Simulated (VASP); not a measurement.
# P (Cmce) in VASP: a series of runs

Runs on P. Level: PBE+D3(BJ). Tasks: relaxation of cell and atoms.

Everything below comes from runs of VASP 6.6.1. Logs are shortened: lines on timing, memory, paths and dates and some standing lists are left out, and cuts for length are marked.

## 1. The structure

Symmetry: Cmce, No. 64, orthorhombic system. The conventional cell has a = 3.316 Å, b = 10.484 Å, c = 4.379 Å, α = 90.00°, β = 90.00°, γ = 90.00°. P (site symmetry m) has 3 P at 2.22 to 2.24 Å as nearest neighbours.

## 2. Relaxation of cell and atoms, PBE+D3(BJ)

The input, INCAR:

```
ALGO = Normal ; EDIFF = 1E-7
EDIFFG = -0.002 ; ENCUT = 700
GGA = PE ; IBRION = 2
ISIF = 3 ; ISMEAR = 0
IVDW = 12 ; LASPH = T
LCHARG = F ; LREAL = F
LWAVE = F ; NELM = 100
NSW = 80 ; PREC = Accurate
SIGMA = 0.02
```

The input, KPOINTS:

```
k-points
0
Gamma
  10 10 8
```

The input, POSCAR:

```
P
1.0
    1.6582000000     -5.2420000000      0.0000000000
    1.6582000000      5.2420000000      0.0000000000
    0.0000000000      0.0000000000      4.3793000000
P
4
Direct
    0.8983800000      0.1016200000      0.0806800000
    0.6016200000      0.3983800000      0.5806800000
    0.1016200000      0.8983800000      0.9193200000
    0.3983800000      0.6016200000      0.4193200000
```

Potentials or basis: VASP PAW PBE potentials, release 64 (P).

Command:

```console
$ cat potpaw_PBE.64/P/POTCAR > POTCAR
$ mpirun -np 1 vasp_std > vasp.out
```

OUTCAR:

```text
EDIFF = 1E-7
   EDIFFG = -0.002
   ENCUT = 700
   GGA = PE
   IBRION = 2
   ISIF = 3
   ISMEAR = 0
   IVDW = 12
   LASPH = T
   LREAL = F
   NELM = 100
   NSW = 80
   PREC = Accurate
 IVDW          = 12

 ion  position               nearest neighbor table
   1  0.898  0.102  0.081-   4 2.22   4 2.22   3 2.24
   2  0.602  0.398  0.581-   3 2.22   3 2.22   4 2.24
   3  0.102  0.898  0.919-   2 2.22   2 2.22   1 2.24
   4  0.398  0.602  0.419-   1 2.22   1 2.22   2 2.24

  LATTYP: Found a base centered orthorhombic cell.
 ALAT       =     3.3164000000
 B/A-ratio  =     3.1612591967
 C/A-ratio  =     1.3204981305

  Lattice vectors:

 A1 = (   1.6582000000,  -5.2420000000,   0.0000000000)
 A2 = (   1.6582000000,   5.2420000000,   0.0000000000)
 A3 = (   0.0000000000,   0.0000000000,   4.3793000000)

Analysis of symmetry for initial positions (statically):
=====================================================================
 Subroutine PRICEL returns:
 Original cell was already a primitive cell.

 Routine SETGRP: Setting up the symmetry group for a
 base centered orthorhombic supercell.

 Subroutine GETGRP returns: Found  8 space group operations
 (whereof  4 operations were pure point group operations)
 out of a pool of  8 trial point group operations.

The static configuration has the point symmetry C_2h.
 The point group associated with its full space group is D_2h.

Analysis of symmetry for dynamics (positions and initial velocities):
=====================================================================
 Subroutine PRICEL returns:
 Original cell was already a primitive cell.

 Routine SETGRP: Setting up the symmetry group for a
 base centered orthorhombic supercell.

 Subroutine GETGRP returns: Found  8 space group operations
 (whereof  4 operations were pure point group operations)
 out of a pool of  8 trial point group operations.

The dynamic configuration has the point symmetry C_2h.
 The point group associated with its full space group is D_2h.

 Subroutine INISYM returns: Found  8 space group operations
 (whereof  4 operations are pure point group operations),
 and found     1 'primitive' translations

----------------------------------------------------------------------------------------

                                     Primitive cell

  volume of cell :      76.1322

  direct lattice vectors                    reciprocal lattice vectors
     1.658200000 -5.242000000  0.000000000     0.301531781 -0.095383441  0.000000000
     1.658200000  5.242000000  0.000000000     0.301531781  0.095383441  0.000000000
     0.000000000  0.000000000  4.379300000     0.000000000  0.000000000  0.228346996

  length of vectors
     5.498017028  5.498017028  4.379300000     0.316258464  0.316258464  0.228346996

  position of ions in fractional coordinates (direct lattice)
     0.898380000  0.101620000  0.080680000
[... 109 lines left out ...]
   AEXX    =    0.0000 exact exchange contribution
   IVDW    =    12    specifies the selected vdW correction
   LEPSILON=     F    determine dielectric tensor
   LRPA    =     F    only Hartree local field effects (RPA)
 conjugate gradient relaxation of ions
 non-spin polarized calculation
 Gauss-broadening in eV      SIGMA  =   0.02
  energy-cutoff  :      700.00
  volume of cell :       76.13
 maximum number of plane-waves:      3231
   NGX = 23   NGY = 23   NGZ = 19

--------------------------------------- Ionic step        1  -------------------------------------------

 number of electron      20.0000000 magnetization

 Free energy of the ion-electron system (eV)
  ---------------------------------------------------
  ext. energy  EPLUGINS =         0.00000000
  ---------------------------------------------------
  free energy    TOTEN  =       -21.46839150 eV

  energy without entropy =      -21.46836197  energy(sigma->0) =      -21.46837673

------------------------ aborting loop because EDIFF is reached ----------------------------------------

 Edisp (eV)   -1.46854

 E8    (eV) :    -0.5562
[... 111 lines left out ...]
  FREE ENERGIE OF THE ION-ELECTRON SYSTEM (eV)
  ---------------------------------------------------
  free  energy   TOTEN  =       -22.9449654169 eV

  energy  without entropy=      -22.9448344863  energy(sigma->0) =      -22.94489995

 E-fermi :   7.0037     XC(G=0):  -9.9939

 val. band max:        6.9551331093   @ k =   0.5000   0.4000   0.0000
 cond. band min:       7.0055427814   @ k =   0.5000   0.2000   0.0000
 fundamental gap:      0.0504096720
 Fermi energy:         7.0037110832

 k-point     1 :       0.0000    0.0000    0.0000
  band No.  band energies     occupation
      1      -9.0746      2.00000
      2      -5.9840      2.00000
      3      -2.5636      2.00000
      4      -0.2130      2.00000
      5       1.8449      2.00000
      6       2.3399      2.00000
      7       2.9465      2.00000
      8       3.9607      2.00000
      9       4.4145      2.00000
     10       5.5185      2.00000
     11       7.6309      0.00000
     12       8.1549      0.00000
     13       8.9435      0.00000
     14      10.1391      0.00000
[... 379 lines left out ...]
      3      -3.8328      2.00000
      4      -0.2621      2.00000
      5       1.0432      2.00000
      6       1.6031      2.00000
      7       2.1683      2.00000
      8       3.1524      2.00000
      9       5.1625      2.00000
     10       5.4690      2.00000
     11       7.1652      0.00000
     12       7.8495      0.00000
     13       9.0521      0.00000
     14       9.8892      0.00000

 [... further k-points ...]

[... ionic steps 4 to 14 ...]

--------------------------------------- Ionic step       15  -------------------------------------------

 number of electron      19.9999999 magnetization

------------------------ aborting loop because EDIFF is reached ----------------------------------------
[... 79 lines left out ...]
--------------------------------------- Ionic step       17  -------------------------------------------

 number of electron      19.9999999 magnetization

 Free energy of the ion-electron system (eV)
  ---------------------------------------------------
  ext. energy  EPLUGINS =         0.00000000
  ---------------------------------------------------
  free energy    TOTEN  =       -21.38048905 eV

  energy without entropy =      -21.38041588  energy(sigma->0) =      -21.38045246

 E-fermi :   7.4708     XC(G=0): -10.2488

 val. band max:        7.3672280772   @ k =  -0.4000   0.3000   0.0000
 cond. band min:       7.4727800828   @ k =   0.5000   0.1000   0.0000
 fundamental gap:      0.1055520056
 Fermi energy:         7.4707845493

 k-point     1 :       0.0000    0.0000    0.0000
  band No.  band energies     occupation
      1      -8.6396      2.00000
      2      -5.3051      2.00000
      3      -1.7971      2.00000
      4       0.0903      2.00000
      5       2.2795      2.00000
      6       3.1143      2.00000
      7       3.2977      2.00000
      8       4.5097      2.00000
      9       4.7256      2.00000
     10       6.0070      2.00000
     11       8.3842      0.00000
     12       8.6166      0.00000
     13       9.2871      0.00000
     14      10.8157      0.00000
[... 426 lines left out ...]
  FREE ENERGIE OF THE ION-ELECTRON SYSTEM (eV)
  ---------------------------------------------------
  free  energy   TOTEN  =       -22.9691932325 eV

  energy  without entropy=      -22.9691200660  energy(sigma->0) =      -22.96915665

 reached required accuracy - stopping structural energy minimisation
```

OSZICAR:

```text
N       E                     dE             d eps       ncg     rms          rms(c)
DAV:   1     0.793657595848E+02    0.79366E+02   -0.10092E+04  4340   0.154E+03
DAV:   2    -0.161684507833E+02   -0.95534E+02   -0.92630E+02  5574   0.196E+02
DAV:   3    -0.215376095596E+02   -0.53692E+01   -0.52574E+01  5954   0.481E+01
DAV:   4    -0.216172495336E+02   -0.79640E-01   -0.79520E-01  5512   0.678E+00
[... 136 lines left out ...]
       N       E                     dE             d eps       ncg     rms          rms(c)
DAV:   1    -0.213804898274E+02    0.38989E-04   -0.71656E-05  4688   0.506E-02    0.601E-03
DAV:   2    -0.213804893945E+02    0.43291E-06   -0.37539E-06  5834   0.134E-02    0.272E-03
DAV:   3    -0.213804890758E+02    0.31868E-06   -0.38066E-07  5024   0.414E-03    0.102E-03
DAV:   4    -0.213804890476E+02    0.28154E-07   -0.79871E-08  2848   0.197E-03
  17 F= -.22969193E+02 E0= -.22969157E+02  d E =-.118870E-05
```

CONTCAR:

```text
P
   1.00000000000000
     1.6582154051574747   -5.1007558188689428    0.0000000000000000
     1.6582154051574747    5.1007558188689428   -0.0000000000000000
     0.0000000000000000    0.0000000000000000    4.1778629319225251
  P
     4
Direct
     0.8940195861750058    0.1059804138249940    0.0728728915798834
     0.6059804138249942    0.3940195861750060    0.5728728915798833
     0.1059804138249940    0.8940195861750058    0.9271271084201167
     0.3940195861750060    0.6059804138249942    0.4271271084201166

  0.00000000E+00  0.00000000E+00  0.00000000E+00
  0.00000000E+00  0.00000000E+00  0.00000000E+00
  0.00000000E+00  0.00000000E+00  0.00000000E+00
  0.00000000E+00  0.00000000E+00  0.00000000E+00
```

Wall time 20 min (1 thread of Intel Xeon 6975P-C (Granite Rapids), shared host); peak memory 0.45 GiB.

What came out:

| Property | Result |
| --- | --- |
| Free energy | -22.9692 eV |
| Relaxed volume | 17.67 Å³/atom |
| Relaxed cell | a = 5.364 Å, b = 5.364 Å, c = 4.178 Å, α = 90.00°, β = 90.00°, γ = 143.98° |
| Space group after relaxing (to 0.05 Å) | Cmce (No. 64) |
| Energy gained by relaxing | 8.1 meV/atom |
| Ionic steps | 17 |
| Pressure after relaxing | 0.0 GPa |
| Band gap on the k mesh | none (metal or under the smearing width) |
| Dispersion energy per atom | -0.397 eV |

The path:
```
step  energy change (eV)  largest force (eV/Å)  pressure (GPa)  volume (Å³)
   1              0.0000                0.0681           -1.39        76.13
   2             -0.0079                0.2260            0.37        74.32
   3             -0.0080                0.2036            0.15        74.54
   4             -0.0152                0.1178            0.01        73.89
   5             -0.0196                0.0630           -0.13        72.94
   6             -0.0259                0.0493           -0.15        72.34
   7             -0.0321                0.0150           -0.15        70.98
   8             -0.0321                0.0128           -0.15        70.89
   9             -0.0321                0.0366            0.13        70.61
  10             -0.0322                0.0156            0.01        70.74
  11             -0.0322                0.0054            0.00        70.70
  12             -0.0323                0.0040            0.00        70.69
  13             -0.0323                0.0018           -0.01        70.69
  14             -0.0323                0.0034           -0.01        70.69
  15             -0.0323                0.0020            0.00        70.69
  16             -0.0323                0.0029            0.00        70.68
  17             -0.0323                0.0017            0.00        70.67
```

Final structure:
```
CELL_PARAMETERS angstrom
1.65822 -5.10076 0.00000
1.65822 5.10076 0.00000
0.00000 0.00000 4.17786
ATOMIC_POSITIONS crystal
P 0.89402 0.10598 0.07287
P 0.60598 0.39402 0.57287
P 0.10598 0.89402 0.92713
P 0.39402 0.60598 0.42713
```

Caveat: pairwise dispersion overbinds metals, which lowers pressure and volume.

## 3. Relaxation of cell and atoms, PBE+D3(BJ)

This run uses another cell than the first one, of 17.67 Å³/atom, 0.928 times its volume.

INCAR is that of step 2.

KPOINTS is that of step 2.

The input, POSCAR:

```
P                                       
1.0
    1.6582154052     -5.1007558189      0.0000000000
    1.6582154052      5.1007558189     -0.0000000000
    0.0000000000      0.0000000000      4.1778629319
  P             
     4
Direct
     0.8940195861750058    0.1059804138249940    0.0728728915798834
     0.6059804138249942    0.3940195861750060    0.5728728915798833
     0.1059804138249940    0.8940195861750058    0.9271271084201167
     0.3940195861750060    0.6059804138249942    0.4271271084201166
```

Potentials or basis: VASP PAW PBE potentials, release 64 (P).

Command:

```console
$ cat potpaw_PBE.64/P/POTCAR > POTCAR
$ mpirun -np 1 vasp_std > vasp.out
```

OUTCAR:

```text
EDIFF = 1E-7
   EDIFFG = -0.002
   ENCUT = 700
   GGA = PE
   IBRION = 2
   ISIF = 3
   ISMEAR = 0
   IVDW = 12
   LASPH = T
   LREAL = F
   NELM = 100
   NSW = 80
   PREC = Accurate
 IVDW          = 12

 ion  position               nearest neighbor table
   1  0.894  0.106  0.073-   4 2.22   4 2.22   3 2.25
   2  0.606  0.394  0.573-   3 2.22   3 2.22   4 2.25
   3  0.106  0.894  0.927-   2 2.22   2 2.22   1 2.25
   4  0.394  0.606  0.427-   1 2.22   1 2.22   2 2.25

  LATTYP: Found a base centered orthorhombic cell.
 ALAT       =     3.3164308104
 B/A-ratio  =     3.0760514001
 C/A-ratio  =     1.2597467491

  Lattice vectors:

 A1 = (   1.6582154052,  -5.1007558189,   0.0000000000)
 A2 = (   1.6582154052,   5.1007558189,   0.0000000000)
 A3 = (   0.0000000000,   0.0000000000,   4.1778629319)

Analysis of symmetry for initial positions (statically):
=====================================================================
 Subroutine PRICEL returns:
 Original cell was already a primitive cell.

 Routine SETGRP: Setting up the symmetry group for a
 base centered orthorhombic supercell.

 Subroutine GETGRP returns: Found  8 space group operations
 (whereof  4 operations were pure point group operations)
 out of a pool of  8 trial point group operations.

The static configuration has the point symmetry C_2h.
 The point group associated with its full space group is D_2h.

Analysis of symmetry for dynamics (positions and initial velocities):
=====================================================================
 Subroutine PRICEL returns:
 Original cell was already a primitive cell.

 Routine SETGRP: Setting up the symmetry group for a
 base centered orthorhombic supercell.

 Subroutine GETGRP returns: Found  8 space group operations
 (whereof  4 operations were pure point group operations)
 out of a pool of  8 trial point group operations.

The dynamic configuration has the point symmetry C_2h.
 The point group associated with its full space group is D_2h.

[... 138 lines left out ...]
 maximum number of plane-waves:      2998
 NGX is ok and might be reduce to    48
   NGX = 23   NGY = 23   NGZ = 19

 number of electron      20.0000000 magnetization

 Free energy of the ion-electron system (eV)
  ---------------------------------------------------
  ext. energy  EPLUGINS =         0.00000000
  ---------------------------------------------------
  free energy    TOTEN  =       -21.38031863 eV

  energy without entropy =      -21.38024548  energy(sigma->0) =      -21.38028205

 E-fermi :   7.4708     XC(G=0): -10.2488

 val. band max:        7.3672432828   @ k =  -0.4000   0.3000   0.0000
 cond. band min:       7.4727944891   @ k =   0.5000   0.1000   0.0000
 fundamental gap:      0.1055512063
 Fermi energy:         7.4708006441

 k-point     1 :       0.0000    0.0000    0.0000
  band No.  band energies     occupation
      1      -8.6395      2.00000
      2      -5.3050      2.00000
      3      -1.7971      2.00000
      4       0.0903      2.00000
      5       2.2795      2.00000
      6       3.1143      2.00000
      7       3.2978      2.00000
      8       4.5097      2.00000
      9       4.7256      2.00000
     10       6.0070      2.00000
     11       8.3842      0.00000
     12       8.6167      0.00000
     13       9.2872      0.00000
     14      10.8158      0.00000
[... 377 lines left out ...]
      1      -7.2493      2.00000
      2      -5.0408      2.00000
      3      -3.3834      2.00000
      4       0.2677      2.00000
      5       1.8014      2.00000
      6       2.2470      2.00000
      7       2.7197      2.00000
      8       3.8323      2.00000
      9       5.7455      2.00000
     10       5.8245      2.00000
     11       7.5905      0.00000
     12       8.2208      0.00000
     13       9.3357      0.00000
     14      10.6446      0.00000

 [... further k-points ...]

------------------------ aborting loop because EDIFF is reached ----------------------------------------

 Edisp (eV)   -1.58870

 E8    (eV) :    -0.6016

  FORCE on cell =-STRESS in cart. coord.  units (eV):
  Direction    XX          YY          ZZ          XY          YZ          ZX
  --------------------------------------------------------------------------------------
  -------------------------------------------------------------------------------------
  Total      -0.00202    -0.00217    -0.00034     0.00000     0.00000     0.00000
  in kB      -0.04590    -0.04923    -0.00760     0.00000     0.00000     0.00000
  external pressure =       -0.03 kB  Pullay stress =        0.00 kB

 VOLUME and BASIS-vectors are now :
 -----------------------------------------------------------------------------
  energy-cutoff  :      700.00
  volume of cell :       70.67
      direct lattice vectors                 reciprocal lattice vectors
     1.658215405 -5.100755819  0.000000000     0.301528980 -0.098024688  0.000000000
     1.658215405  5.100755819  0.000000000     0.301528980  0.098024688  0.000000000
     0.000000000  0.000000000  4.177862932     0.000000000  0.000000000  0.239356823

 POSITION                                       TOTAL-FORCE (eV/Angst)
 -----------------------------------------------------------------------------------
      1.65822     -4.01960      0.30445         0.000000      0.000015     -0.001792
      1.65822     -1.08116      2.39338         0.000000     -0.000015     -0.001792
      1.65822      4.01960      3.87341         0.000000     -0.000015      0.001792
      1.65822      1.08116      1.78448         0.000000      0.000015      0.001792
 -----------------------------------------------------------------------------------
    total drift:                                0.000000     -0.000000      0.000000

  FREE ENERGIE OF THE ION-ELECTRON SYSTEM (eV)
  ---------------------------------------------------
  free  energy   TOTEN  =       -22.9690228158 eV

  energy  without entropy=      -22.9689496602  energy(sigma->0) =      -22.96898624

 reached required accuracy - stopping structural energy minimisation
```

It took 2.2 min on 1 thread of Intel Xeon 6975P-C (Granite Rapids), shared host; peak memory 0.36 GiB.

Results:

- Free energy: -22.9690 eV
- Pressure after relaxing: 0.0 GPa
- Band gap on the k mesh: none (metal or under the smearing width)
- Dispersion energy per atom: -0.397 eV

Final structure:
```
P
1.0
     1.65822   -5.10076    0.00000
     1.65822    5.10076    0.00000
     0.00000    0.00000    4.17786
P
4
Direct
  0.89402 0.10598 0.07287
  0.60598 0.39402 0.57287
  0.10598 0.89402 0.92713
  0.39402 0.60598 0.42713
```

Caveat: the relaxation stopped at its first step, so nothing moved; pairwise dispersion overbinds metals, which lowers pressure and volume.
